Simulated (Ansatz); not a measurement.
# Dielectric response of LiBr (001) films

Aim: the electronic and static ε of rocksalt LiBr (001) from films of three thicknesses in a field.

Calculated with Ansatz 0.2.0; plane-wave DFT, PBE, Ansatz PAW, in the first sound run; inputs show where later runs differ.

## 1. Starting point

The cell holds 6 atoms: 3 Li and 3 Br. Cell: a = 3.889 Å, b = 3.889 Å, c = 23.500 Å, α = 90.0°, β = 90.0°, γ = 90.0°. It derives from LiBr (rocksalt LiBr). Vacuum lies along c.

## 2. Relaxing the film, 6 atoms, units 3

The structure is relaxed first, because levels and dipoles at a surface follow the positions of the outer atoms.

The input, input.yaml:

```yaml
crystal:
  lattice:
    - [3.8890873, 0.0, 0.0]
    - [0.0, 3.8890873, 0.0]
    - [0.0, 0.0, 23.5]
  atoms:
    - { symbol: Li, position: [0.5, 0.5, 0.3829787234] }
    - { symbol: Br, position: [0.0, 0.0, 0.3829787234] }
    - { symbol: Li, position: [0.0, 0.0, 0.5] }
    - { symbol: Br, position: [0.5, 0.5, 0.5] }
    - { symbol: Li, position: [0.5, 0.5, 0.6170212766] }
    - { symbol: Br, position: [0.0, 0.0, 0.6170212766] }
kpoints:
  mp_grid: { grid: [8, 8, 1] }
hamiltonian:
  xc: pbe
scf:
  occupations: { method: fixed }
  convergence: { dr2_threshold: 1.0e-09 }
efield:
  axis: 3
  dipole_correction: true
  ramp_position: 0.97
  ramp_width: 0.06
relax:
  f_tol: 0.003
  max_steps: 100
output:
  write_potential: true
  write_density: true
  volumetric_format: npy
```

On the command line:

```bash
$ ansatz run input.yaml --threads 8 --pin off --max-ram 12288MiB --backend cpu --events-out ev --progress --plain --runs-dir out
```

The runs that follow: single point on the relaxed film, 6 atoms, units 3; atoms held, 6 atoms, units 3, field 0.05 V/Å; single point, 6 atoms, units 3, field -0.05 V/Å; response with the atoms held, 6 atoms, units 3; relaxing in the field, 6 atoms, field 0.05 V/Å; field on, atoms free, 6 atoms, field -0.05 V/Å; response with the atoms relaxed, 6 atoms, units 3; relaxation, 10 atoms, units 5; single point on the relaxed film, 10 atoms, units 5; single point, 10 atoms, units 5, field 0.05 V/Å; single point, 10 atoms, units 5, field -0.05 V/Å; response with the atoms held, 10 atoms, units 5; field on, atoms free, 10 atoms, units 5, field 0.05 V/Å; field on, atoms free, 10 atoms, units 5, field -0.05 V/Å; response with the atoms relaxed, 10 atoms, units 5; relaxing the film, 16 atoms, units 8; comparing the runs; the relaxed film, single point, 16 atoms, units 8; single point, 16 atoms, units 8, field 0.05 V/Å; single point, 16 atoms, units 8, field -0.05 V/Å; response with the atoms held, 16 atoms, units 8; relaxing in the field, 16 atoms, units 8, field 0.05 V/Å; relaxing in the field, 16 atoms, units 8, field -0.05 V/Å; response with the atoms relaxed, 16 atoms, units 8; electronic ε from the series; static ε from the series; the bulk crystal; band edges against the vacuum, levels PBE; the bulk with HSE06, k-mesh 6×6×6; band edges against the vacuum, levels HSE06; A changed input; varying the input.

Before running: what should come out for the electronic ε from the thickness series; and local electronic ε, middle of 8 units?

The films give an electronic ε of 3.39 and a static ε of 13.9. The slope of the series and the field inside the thickest film give 3.39 and 3.42, in agreement. Ions raise ε from 3.39 to 13.9.

| Quantity | Value |
| --- | --- |
| electronic ε from the thickness series | 3.39 |
| static ε from the thickness series | 13.9 |
| local electronic ε, middle of 8 units | 3.42 |
| ionisation energy, levels by PBE | 6.55 eV |
| electron affinity, levels by PBE | 1.61 eV |
| ionisation energy, levels by HSE06 | 7.37 eV |
| electron affinity, levels by HSE06 | 1.21 eV |

The field inside the thickest relaxed film gives 18.5 instead, so the static ε is not settled: the relaxed surfaces still change with thickness. HSE06 levels deepen the valence edge by 0.83 eV on the same PBE surface dipole. The alignment warns that the averaged potential still varies by 0.08 eV in the slab's middle, which the band edges carry as an error. The in-plane lattice constants are held at typed bulk values. Semilocal functionals tend to overestimate the electronic ε a little.

[Logs are printed without paths, hosts, clocks, repeated set-up lines and the standing remarks that a program may print on its own settings, such as how far it seeks lower states.]

[Hosts, paths, dates, database ids (printed as entryN), source tags and the programs' standing remarks are cut or masked in the printed files.]

[Maps of the electrostatic potential energy from Ansatz leave out the sawtooth potential of an applied field or a dipole correction, so their vacuum need not be flat; planar profiles and work functions include it.]
